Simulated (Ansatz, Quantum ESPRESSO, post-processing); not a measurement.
# Ballistic transmission: C2 chain between two Sn chains, part 4 of 4

Aim: the zero-bias transmission with pwcond for this junction: C2 chain between two Sn chains.

Quantum ESPRESSO 7.5; plane-wave DFT, PBE, GBRV ultrasoft pseudopotentials; cross-check by Ansatz 0.2.0 with PAW datasets.

So far. Step 3 (Transmission with pwcond.x): At no point does T exceed the number of channels. Step 5 (Transmission with pwcond.x, with ecut = 1): The message: “do_cond (5010): reading inputcond namelist”. The namelist reader stops at a key that the namelist doesn't hold; the line has to be put right or, where the proper key already stands in the input, deleted.

## Step 6: The same in Ansatz

As a check, the same structure is run in Ansatz.

Level of this step: plane-wave DFT, PBE, Ansatz PAW (Ansatz 0.2.0).

Input file input.yaml:

```yaml
crystal:
  lattice:
    - [7.5, 0.0, 0.0]
    - [0.0, 7.5, 0.0]
    - [0.0, 0.0, 29.9038]
  atoms:
    - { symbol: Sn, position: [0.5, 0.5, 0.0] }
    - { symbol: Sn, position: [0.5, 0.5, 0.0919615567] }
    - { symbol: Sn, position: [0.5, 0.5, 0.1839231134] }
    - { symbol: Sn, position: [0.5, 0.5, 0.2758846702] }
    - { symbol: Sn, position: [0.5, 0.5, 0.3678462269] }
    - { symbol: C, position: [0.5, 0.5, 0.4334532735] }
    - { symbol: C, position: [0.5, 0.5, 0.4745851698] }
    - { symbol: Sn, position: [0.5, 0.5, 0.5401922164] }
    - { symbol: Sn, position: [0.5, 0.5, 0.6321537731] }
    - { symbol: Sn, position: [0.5, 0.5, 0.7241153298] }
    - { symbol: Sn, position: [0.5, 0.5, 0.8160768866] }
    - { symbol: Sn, position: [0.5, 0.5, 0.9080384433] }
kpoints:
  mp_grid: { grid: [1, 1, 4] }
hamiltonian:
  xc: pbe
scf:
  occupations: { method: fermi_dirac, width: 0.1 }
  convergence: { dr2_threshold: 1.0e-08 }
output:
  transmission:
    leads: [[0, 1]]
    e_range: [-2.0, 2.0]
    de: 0.05
    kmesh: [1, 1]
    reduced_basis: true
  write_potential: true
  write_density: true
  volumetric_format: npy
  elf: true
```

On the command line:

```console
> ansatz run input.yaml --threads 2 --pin off --max-ram 4096MiB --backend cpu --events-out ev --progress --plain --runs-dir out
```

Numbers of over 12 decimals in the logs are rounded to 6 here.

Log:

```text
Engine: ansatz 0.2.0, aarch64-unknown-linux-gnu
Pseudopotentials: kind: paw
Pseudopotential: Sn, paw, valence charge 14, recommended cutoff 420 eV (normal), Sn.paw.azcp
Pseudopotential: C, paw, valence charge 4, recommended cutoff 420 eV (normal), C.paw.azcp
Functional definition: PBE
  parameter kappa = 0.804
  parameter beta = 0.066725
  exchange = pbe_x(kappa = kappa, mu = beta*pi^2/3)
  correlation = pbe_c(beta = beta)
Crystal: 12 atoms, lattice volume = 1682.089 Å³
Basis set: ecut = 420 eV, 32907 PW (Γ)
Bands: 89, of which v1, the nominal top of the filled ones, is band 74 counted from 1 (73 counted from 0)
Symmetry: 16 space group operations
Space group: P4/mmm (ITA 123), of the structure as read, at distance tolerance 1.2e-4 Å
k-points: 3 of 4
Non-local potential: Sn, projectors of the file, l = 0: 2, l = 1: 2, l = 2: 2, l = 3: 2
Non-local potential: C, projectors of the file, l = 0: 2, l = 1: 2, l = 2: 1
PAW form: soft (Blöchl's): semilocal exchange-correlation on the pseudo side does not see the compensation charge
PAW one-centre angular grid: Sn, 590 points (default); XC on 64 Gauss nodes
PAW one-centre angular grid: C, 110 points (default); XC on 64 Gauss nodes
Initial density: superposition of atomic densities (neutral atoms: chi_scale 0, normalization atom), corrected by the library's trained network
Initial wavefunctions: pseudopotential atomic-orbital guess
Functional: x = pbe(κ = 0.804, μ = 0.219515), c = pbe(β = 0.066725)
SCF iter   1: F=—  HF=-60726.014146 eV  |F-HF|=—  |Δ(HF+E_count)|=         —  Δρ=3.35e-3  dr2=1.93e0  ethr=1.77e-3  ⟨swp⟩=7.0  Hψ=1030  notcnv=0
preconditioner: auto → LDOS  [metal: Δε(μ)=0.084 eV  Ē_g=5.415 eV  σ=0.100 eV  W_gap=0.20  n_scr=156 (ndim 8)  ℏωp=6.1 eV  f_vac=0.639  D(μ)=13.91/eV (n_scr^D=58)  β→1.0]
SCF iter   2: F=—  HF=-60725.907622 eV  |F-HF|=—  |Δ(HF+E_count)|=   1.07e-1  Δρ=1.55e-3  dr2=1.19e-1  ethr=1.30e-3  ⟨swp⟩=3.0  Hψ=365  notcnv=0
SCF iter   3: F=—  HF=-60725.897891 eV  |F-HF|=—  |Δ(HF+E_count)|=   9.73e-3  Δρ=8.90e-4  dr2=2.65e-2  ethr=8.03e-5  ⟨swp⟩=2.7  Hψ=534  notcnv=0
SCF iter   4: F=—  HF=-60725.892287 eV  |F-HF|=—  |Δ(HF+E_count)|=   5.60e-3  Δρ=2.20e-4  dr2=2.35e-3  ethr=1.79e-5  ⟨swp⟩=2.0  Hψ=489  notcnv=0
SCF iter   5: F=—  HF=-60725.892001 eV  |F-HF|=—  |Δ(HF+E_count)|=   2.86e-4  Δρ=1.03e-4  dr2=5.49e-4  ethr=1.59e-6  ⟨swp⟩=3.0  Hψ=560  notcnv=0
SCF iter   6: F=—  HF=-60725.891924 eV  |F-HF|=—  |Δ(HF+E_count)|=   7.64e-5  Δρ=3.56e-5  dr2=4.89e-5  ethr=3.71e-7  ⟨swp⟩=2.0  Hψ=484  notcnv=0
SCF iter   7: F=—  HF=-60725.891929 eV  |F-HF|=—  |Δ(HF+E_count)|=   4.85e-6  Δρ=1.05e-5  dr2=4.12e-6  ethr=3.30e-8  ⟨swp⟩=2.0  Hψ=489  notcnv=0
SCF iter   8: F=—  HF=-60725.891551 eV  |F-HF|=—  |Δ(HF+E_count)|=   3.78e-4  Δρ=4.24e-6  dr2=5.04e-7  ethr=2.78e-9  ⟨swp⟩=2.0  Hψ=500  notcnv=0
SCF iter   9: F=—  HF=-60725.891551 eV  |F-HF|=—  |Δ(HF+E_count)|=   9.17e-8  Δρ=1.24e-6  dr2=4.67e-8  ethr=3.40e-10  ⟨swp⟩=2.0  Hψ=487  notcnv=0
SCF iter  10: F=-60725.891551 eV  HF=-60725.891551 eV  |F-HF|=1.56e-9  |Δ(HF+E_count)|=   5.73e-9  Δρ=5.01e-7  dr2=6.23e-9  ethr=6.76e-12  ⟨swp⟩=6.3  Hψ=789  notcnv=0
SCF 1 converged in 10 iterations: F = -60725.891551 eV  dr2 = 6.23e-9
  greatest PAW one-centre occupation: 0.991 electrons in one spin orbital (limit 2), on the Sn atom at site 7 (counted from 0), in its partial waves of l = 2
transmission: 38 of 228 steps passed
transmission: 76 of 228 steps passed
[...]
transmission: 228 of 228 steps passed
WARN: The output density's exchange-correlation potential varies sharply where the density is thin. Do not read a vacuum level from v_tot or v_xc, or from such a field of the output density. On a cell that repeats whose density bears no net charge and no dipole along the vacuum's axis use v_es (v_loc + v_h of the components); under efield.dipole_correction with no amplitude use v_es + v_field, which holds any externa [...]
SCF converged after 10 iterations
Free energy (F): -60725.891551 eV
Harris-Foulkes:  -60725.891551 eV  (|F-HF|=1.56e-9)
Internal energy: -60725.421848 eV  (E = F + TS)
E sigma→0 (E₀):  -60725.656700 eV
Entropy (-TS):   -0.469703 eV (-39.142 meV/atom)
Fermi energy:    -1.805451 eV
--- Per-component energies (eV) ---
  E_band       = -2610.626114
  E_kinetic    = 2029.987819
  E_local      = -26042.596177  (includes V_loc(G=0)·N_el)
  E_nonlocal   = -268.335455
  E_hartree    = 13137.209953
  E_xc         = -3906.648972
  E_vxc        = -1056.524474  (∫ρ·V_xc dr)
  E_paw        = -41549.662843  (= ΣΔE_a)
  E_vpaw       = -3547.575517  (= ΣTr[D̂ρ^β])
  E_aug_tail   = 0.000010  (compensation charges beyond the density's cutoff)
  E_ewald      = -4125.376184
  E_smearing   = -0.469703  (= −TS)
  E_closure    = -0.000000  (closes the sum)
  Σ components = -60725.891551   (vs F -60725.891551, Δ=0.00e0)
--- Band table (eV) ---
  k-point 0: bands = [... 70 lower, -2.1418, -2.1418, -2.0574, -2.0574, -1.8644, -1.3406, -1.3406, -1.2327, ... 11 higher]
  k-point 1: bands = [... 70 lower, -2.2453, -2.2453, -1.9279, -1.9279, -1.7585, -1.5233, -1.5233, -1.0334, ... 11 higher]
  k-point 2: bands = [... 70 lower, -2.3251, -2.3251, -1.7737, -1.7737, -1.6988, -1.6988, -1.6532, -0.8285, ... 11 higher]
--- Transmission ---
  basis      : 497 plane waves across, 38 finite elements along
  points     : 1, standing for a mesh of 1 x 1
  energies   : 81 from -2.000000 to 2.000000 eV about the Fermi level, 0.050000 eV apart; the leads are filled to 0.000000 eV, and channels, transmission and decay are at 0.000000 eV
  crystal 0  : Sn1, at the sites [0, 1], period 2.7500 Å, over 27.50 Å; its Hamiltonian steps by up to 7.4 meV
    offset         : up to 0.0000 Å between an atom of the period and one for which it stands
    channels       : 3.000000e0 a spin
    conductance    : none, the energies end too early or step too widely for 300 K: set another output.transmission.e_range or a lower de, or, where they end at an eighth of basis.ecutwfc, a higher one
  junction   : crystal 0 to crystal 0, -0.68 to 26.48 Å
    transmission   : 1.891064e0 a spin
    error estimate : 4.614357e-5 a spin from the reduction of the transverse basis, at the most 3.494372e-4 at -0.800000 eV
    conductance    : none, the energies end too early or step too widely for 300 K: set another output.transmission.e_range or a lower de, or, where they end at an eighth of basis.ecutwfc, a higher one
```

Wall time 72 s (2 threads of Arm Neoverse V2, shared host); peak memory 2.3 GiB; 2.4 min of CPU time.

This step gave:

```
free energy                                  : -60725.8916 eV
energy at zero smearing                      : -60725.6567 eV
smearing term TS                             : 0.4697 eV
Fermi energy                                 : -1.805 eV
symmetry operations                          : 16
transmission at the Fermi level, one spin    : 1.891
step of the lead's Hamiltonian over a period : 7.4 meV
```

Per spin. The transmission by energy, zero at the Fermi level:

```
energy (eV)  transmission
      -2.00        0.0660
      -1.90        0.0668
      -1.80        0.0672
      -1.70        0.0674
      -1.55        0.0674
      -1.45        0.0673
      -1.35        0.0671
      -1.25        0.0668
      -1.15        0.0664
      -1.05        0.0661
      -0.90        0.0654
      -0.80         0.435
      -0.70         0.997
      -0.60          1.26
      -0.50          1.44
      -0.40          1.60
      -0.25          1.78
      -0.15          1.84
      -0.05          1.88
       0.00          1.89
       0.05          1.90
       0.10          1.90
       0.15          1.89
       0.25          1.88
       0.40          1.85
       0.50          1.83
       0.60          1.81
       0.70          1.80
       0.80          1.79
       0.90          1.78
       1.05          1.78
       1.15          1.78
       1.25          1.78
       1.35          1.78
       1.45          1.78
       1.55          1.77
       1.70          1.76
       1.80          1.75
       1.90          1.73
       2.00          1.71
```

Per spin. Table of open channels by energy, zero at the Fermi level:

```
energy (eV)  open channels
     -2.000              1
     -1.800              1
     -1.600              1
     -1.400              1
     -1.200              1
     -1.000              1
     -0.800              3
     -0.600              3
     -0.400              3
     -0.200              3
      0.000              3
      0.200              3
      0.400              3
      0.600              3
      0.800              3
      1.000              3
      1.200              3
      1.400              3
      1.600              3
      1.800              3
      2.000              3
```

ELF in the ca plane at fractional y = 0.500, with atoms of Sn and C within 0.2 Å of it. It is the smooth field of the valence electrons, not physical close to the nuclei.

Values, 11 rows by 16 columns, each cell a mean:
```
0.01 0.01 0.01 0.01 0.02 0.01 0.01 0.01 0.00 0.00 0.00 0.00 0.01 0.01 0.01 0.01
0.10 0.17 0.14 0.11 0.22 0.11 0.18 0.17 0.02 0.01 0.01 0.06 0.22 0.13 0.16 0.19
0.29 0.45 0.39 0.32 0.52 0.31 0.46 0.40 0.12 0.12 0.11 0.19 0.50 0.34 0.42 0.48
0.44 0.45 0.47 0.44 0.48 0.42 0.52 0.38 0.40 0.49 0.49 0.34 0.45 0.48 0.45 0.49
0.41 0.22 0.32 0.37 0.20 0.35 0.36 0.19 0.62 0.71 0.69 0.41 0.20 0.42 0.27 0.25
0.38 0.08 0.22 0.32 0.03 0.30 0.27 0.05 0.60 0.54 0.47 0.38 0.04 0.38 0.16 0.12
0.43 0.30 0.37 0.40 0.29 0.37 0.41 0.26 0.59 0.71 0.70 0.40 0.29 0.45 0.32 0.33
0.41 0.50 0.48 0.43 0.54 0.41 0.54 0.42 0.31 0.36 0.36 0.30 0.51 0.46 0.48 0.53
0.23 0.38 0.32 0.25 0.45 0.26 0.38 0.34 0.08 0.06 0.06 0.14 0.44 0.28 0.35 0.40
0.06 0.10 0.08 0.07 0.13 0.07 0.11 0.10 0.01 0.00 0.00 0.03 0.14 0.08 0.10 0.12
0.00 0.00 0.00 0.00 0.00 0.00 0.00 0.00 0.00 0.00 0.00 0.00 0.00 0.00 0.00 0.00
```
Columns run along c (16.0 Å, from fractional 0.13 to 0.67 of the cell), rows up along a (7.5 Å). Atoms in or near the plane, at fractional coordinates: Sn at (0.18, 0.50), Sn at (0.28, 0.50), Sn at (0.37, 0.50), C at (0.43, 0.50), C at (0.47, 0.50), Sn at (0.54, 0.50), Sn at (0.63, 0.50).

Valence density in the ca plane at fractional y = 0.500, with atoms of Sn and C within 0.2 Å of it. It is the smooth field of the valence electrons, not physical close to the nuclei.

Ten steps, logarithmic in the rise over the least value, from '0' (0 e/Å³) to '9' (14 e/Å³), each cell a mean:
```
00000000000000000000000000000000000000000000
00000000000000000000000000000000000000000000
00000000000000000000000000000000000000000000
00000000000000000000000000000000000000000000
00000000000000000000000000000000000000000000
00000000000000000000000000000000000000000000
11112211111221111112211111111111122111111211
11234432112444211234432223333222344321124442
22367753224786422367753445554433577532247874
32479974236898532479974455665544799742358985
22479863235897522469864455555544698632258985
22246642223565322246643334444333466422235653
11123321112232111123221122222211233211122322
00011110001111100011110000000000111100011111
00000000000000000000000000000000000000000000
00000000000000000000000000000000000000000000
00000000000000000000000000000000000000000000
00000000000000000000000000000000000000000000
00000000000000000000000000000000000000000000
00000000000000000000000000000000000000000000
```
Columns run along c (16.0 Å, from fractional 0.13 to 0.67 of the cell), rows up along a (7.5 Å). Atoms in or near the plane, at fractional coordinates: Sn at (0.18, 0.50), Sn at (0.28, 0.50), Sn at (0.37, 0.50), C at (0.43, 0.50), C at (0.47, 0.50), Sn at (0.54, 0.50), Sn at (0.63, 0.50).

Ansatz finds T = 1.89 against pwcond's 1.89.

## Step 7: All levels side by side

All levels:

```
                   step  T at the Fermi level (per spin)  conductance (G0)  r.m.s. T(E) from the first  CPU time of the step (s)  peak memory (GiB)
                 Ansatz                            1.891                 -                           0                     141.6               2.29
                 pwcond                            1.892             1.892                     0.02394                     454.4                0.7
pwcond, changed setting                            1.892             1.892                     0.02384                     524.9                0.7
```

Per spin. Table of transmission by energy, zero at the Fermi level:

```
energy (eV)  Ansatz  pwcond  pwcond, changed setting
      -2.00  0.0660  0.0655                   0.0655
      -1.90  0.0668  0.0663                   0.0662
      -1.80  0.0672  0.0668                   0.0668
      -1.70  0.0674  0.0671                   0.0671
      -1.60  0.0674  0.0673                   0.0673
      -1.50  0.0674  0.0674                   0.0674
      -1.40  0.0672  0.0673                   0.0673
      -1.20  0.0666  0.0669                   0.0668
      -1.10  0.0663  0.0665                   0.0665
      -1.00  0.0658  0.0660                   0.0660
      -0.90  0.0654  0.0655                   0.0654
      -0.80   0.435   0.405                    0.406
      -0.70   0.997   0.953                    0.954
      -0.60    1.26    1.20                     1.20
      -0.50    1.44    1.42                     1.42
      -0.40    1.60    1.58                     1.58
      -0.30    1.73    1.69                     1.69
      -0.20    1.82    1.78                     1.78
      -0.10    1.87    1.84                     1.84
       0.00    1.89    1.89                     1.89
       0.10    1.90    1.93                     1.93
       0.20    1.89    1.94                     1.94
       0.30    1.87    1.93                     1.93
       0.40    1.85    1.91                     1.91
       0.50    1.83    1.86                     1.86
       0.60    1.81    1.84                     1.84
       0.70    1.80    1.81                     1.81
       0.80    1.79    1.78                     1.78
       0.90    1.78    1.77                     1.77
       1.00    1.78    1.77                     1.77
       1.10    1.78    1.77                     1.77
       1.20    1.78    1.78                     1.78
       1.40    1.78    1.79                     1.79
       1.50    1.77    1.79                     1.79
       1.60    1.77    1.78                     1.78
       1.70    1.76    1.77                     1.77
       1.80    1.75    1.75                     1.75
       1.90    1.73    1.74                     1.74
       2.00    1.71    1.71                     1.71
```

## Step 8: Worked from the printed numbers

G = 1.89 × 77.48 µS = 147 µS a cell, a resistance of 6.82 kΩ.

## Step 9: Outcome

- conductance from T at the Fermi level, a cell (G₀ = 2e²/h): 1.89 G₀
- lead channels per spin: 3.00
- the same conductance by Ansatz: 1.89 G₀

What this shows: The junction conducts 1.89 G₀ a cell at the Fermi level (PBE, GBRV ultrasoft). At the Fermi level the junction passes 63 % of what the leads offer. At the Fermi level pwcond and Ansatz differ by 0.037 %, a close match. Over -2 to 2 eV, T lies between 0.065 and 1.9 per spin. The geometry is as built, not relaxed, and the leads are short.

[Logs are printed without paths, hosts, clocks, repeated set-up lines and the standing remarks that a program may print on its own settings, such as how far it seeks lower states.]

[Hosts, paths, dates, database ids (printed as entryN), source tags and the programs' standing remarks are cut or masked in the printed files.]

[Maps of the electrostatic potential energy from Ansatz leave out the sawtooth potential of an applied field or a dipole correction, so their vacuum need not be flat; planar profiles and work functions include it.]
